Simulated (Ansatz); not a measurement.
A one-shot G0W0 calculation of GaAs (started from an entry of an open crystallographic database) with the PAW code Ansatz, at the level G0W0@PBE with 483 empty bands, a screening cutoff of 260 eV and a 6×6×6 mesh. The cell was relaxed beforehand with r2SCAN.

```yaml
crystal:
  lattice:
    - [0.0, 2.8330831919, 2.8330831919]
    - [2.8330831919, 0.0, 2.8330831919]
    - [2.8330831919, 2.8330831919, 0.0]
  atoms:
    - { symbol: Ga, position: [0.0, 0.0, 0.0] }
    - { symbol: As, position: [0.25, 0.25, 0.25] }
kpoints:
  mp_grid: { grid: [6, 6, 6] }
hamiltonian:
  xc: pbe
scf:
  occupations: { method: fixed }
gw:
  n_empty_bands: 483
  ecut_chi: 260
  qp_bands: [v2, c2]
  qp_kpoints: band_edges
  screening: { model: contour_deformation }
```

Some lines of the output have been replaced by numbered gaps.
```
Pseudopotential: Ga, paw, valence charge 13, recommended cutoff 420 eV (normal)
Pseudopotential: As, paw, valence charge 15, recommended cutoff 420 eV (normal)
Functional definition: PBE
Crystal: 2 atoms, lattice volume = 45.479 Å³
Basis set: ecut = 420 eV, 893 PW (Γ)
Bands: 18, of which v1, the nominal top of the filled ones, is band 14 counted from 1 (13 counted from 0)
Symmetry: 24 space group operations
Space group: F-43m (ITA 216)
k-points: 16 of 216 (time reversal used)
preconditioner: auto → none  [insulator: Δε(μ)=0.458 eV  ℏωp=23.4 eV]
SCF 1 converged in 6 iterations: F = -8639.819655 eV  dr2 = 8.61e-9
Free energy (F): -8639.819655 eV
Fermi energy:    8.101806 eV
--- Band table (eV; the first three rows and the last of 16) ---
  k-point 0: bands = […, -6.6028, -6.6028, -4.5789, 8.1018, 8.1018, 8.1018, 8.5658, 11.8337, 11.8337, 11.8337]
  k-point 1: bands = […, -6.6030, -6.6030, -4.2615, 5.3925, 7.7253, 7.7253, 9.7064, 12.3763, 12.3763, 12.7642]
  k-point 2: bands = […, -6.6013, -6.6013, -3.4431, 2.7488, 7.1839, 7.1839, 9.2983, 12.7964, 12.7964, 15.3192]
  k-point 15: bands = […, -6.6171, -6.5963, -2.0634, 1.4507, 4.7885, 4.9319, 11.3788, 11.5443, 15.1905, 15.4934]
--- G₀W₀: contour deformation, 8 samples at zero and on the imaginary axis and 2 off it, 216 q-points, 483 empty bands' worth ---
    ik  band        ε_KS         Σx   Σc(E_QP)       V_xc       Z   E_QP_lin       E_QP  E_QP is
     0    13      8.1018   -16.8182     0.9202   -15.2798  0.7466     7.4480     7.4836  root
     0    14      8.1018   -16.8182     0.9202   -15.2798  0.7466     7.4480     7.4836  root
     0    15      8.5658   -11.9863    -4.0308   -15.9675  0.7583     8.5163     8.5161  root
     0    16     11.8337    -7.8019    -4.4258   -12.1535  0.7429    11.7598    11.7595  root
     1    13      7.7253   -16.4845     1.0201   -14.8388  0.7444     7.0625     7.0998  root
     1    14      7.7253   -16.4845     1.0201   -14.8388  0.7444     7.0625     7.0998  root
     1    15      9.7064  [1]
     1    16     12.3763    -7.9617    -4.5919   -12.4847  0.7367    12.3075    12.3072  root
     2    13      7.1839   -16.2803     1.2443   -14.3912  0.7401     6.4980     6.5392  root
     2    14      7.1839   -16.2803     1.2443   -14.3912  0.7401     6.4980     6.5392  root
     2    15      9.2983    -9.7459    -3.9807   -13.6145  0.7581     9.1868     9.1863  root
     2    16     12.7964  [2]
     3    13      6.9704   -16.2413     1.3397   -14.2486  0.7383     6.2744     6.3175  root
     3    14      6.9704   -16.2413     1.3397   -14.2486  0.7383     6.2744     6.3175  root
     3    15      9.0831  [3]
     3    16     12.7395  [4]
     4    13      7.1001   -16.0177     1.2225   -14.1579  0.7395     6.4229     6.4629  root
     4    14      7.1001   -16.0177     1.2225   -14.1579  0.7395     6.4229     6.4629  root
     4    15     10.6065    -9.0935    -4.1726   -13.1613  0.7491    10.5021    10.5016  root
     4    16     11.1938  [5]
     6    13      5.4871   -15.5614     1.7420   -13.1761  0.7198     4.8009     4.8437  root
     6    14      6.4779  [6]
     6    15     10.4148    -9.1823    -4.1290   -13.1846  0.7524    10.2888    10.2881  root
     6    16     12.5585    -7.6069    -4.6770   -12.1695  0.7348    12.4448    12.4442  root
     9    13      5.8968   -15.7180     1.7664   -13.2836  0.7251     5.1810     5.2288  root ?
     9    14      5.8968   -15.7180     1.7664   -13.2836  0.7251     5.1810     5.2288  root ?
     9    15      9.6858    -7.6035    -3.8384   -11.2391  0.7616     9.4847     9.4830  root
     9    16     10.7448    -7.6875    -4.2105   -11.7360  0.7537    10.5841    10.5828  root
    12    13      5.4480   -15.6357     1.9685   -12.9929  0.7181     4.7236     4.7737  root ?
    12    14      5.4480   -15.6357     1.9685   -12.9929  0.7181     4.7236     4.7737  root ?
    12    15      9.5807  [7]
    12    16      9.7651  [8]
```

The points are ik 0 = (0, 0, 0) (Γ), ik 1 = (0, 0, 1/6), ik 2 = (0, 0, 1/3), ik 3 = (0, 0, -1/2), ik 4 = (0, 1/6, 1/6), ik 6 = (0, 1/6, -1/2), ik 9 = (0, 1/3, 1/3), ik 12 = (0, -1/2, -1/2); band 14 is the last filled one.

Q: Give the withheld lines. They hold quasiparticle rows.

A:
```
[1]
     1    15      9.7064   -10.4036    -4.0336   -14.3467  0.7542     9.6163     9.6159  root
[2]
     2    16     12.7964    -7.5527    -4.6916   -12.1654  0.7332    12.7180    12.7177  root
[3]
     3    15      9.0831    -9.7961    -3.9218   -13.5940  0.7591     8.9597     8.9591  root
[4]
     3    16     12.7395    -7.2985    -4.6288   -11.8366  0.7350    12.6493    12.6489  root
[5]
     4    16     11.1938    -9.3919    -4.2658   -13.5343  0.7488    11.0712    11.0704  root
[6]
     6    14      6.4779   -15.9495     1.5183   -13.7702  0.7331     5.7714     5.8168  root
[7]
    12    15      9.5807    -6.8407    -3.8112   -10.4136  0.7653     9.3448     9.3424  root
[8]
    12    16      9.7651    -8.1666    -3.9080   -11.8876  0.7590     9.5796     9.5781  root
```
Only the leading digits can be foreseen; the rest is this run's record.

G0W0 moves the gap on the mesh from 0.46 eV (PBE) to 1.03 eV (direct at Γ). Renormalisation factors Z lie between 0.72 and 0.77. The G0W0 figures hold for the stated bands, cutoff and mesh and aren't extrapolated.

Wall time 68 s on 1 × NVIDIA H100 80GB HBM3 with 2 threads of AMD EPYC 7R13 Processor (Zen 3) (shared host), load about 1.5 per core; peak host memory 2 GiB.

Spin-unpolarised throughout; all numbers are computed.

The runs are scalar-relativistic, without spin-orbit coupling.

For so narrow a gap this mesh doesn't settle the screening, and the bands and cutoff are finite.

With a shallow d shell on the cation, G0W0 converges slowly in bands and cutoff, so these values are in doubt.
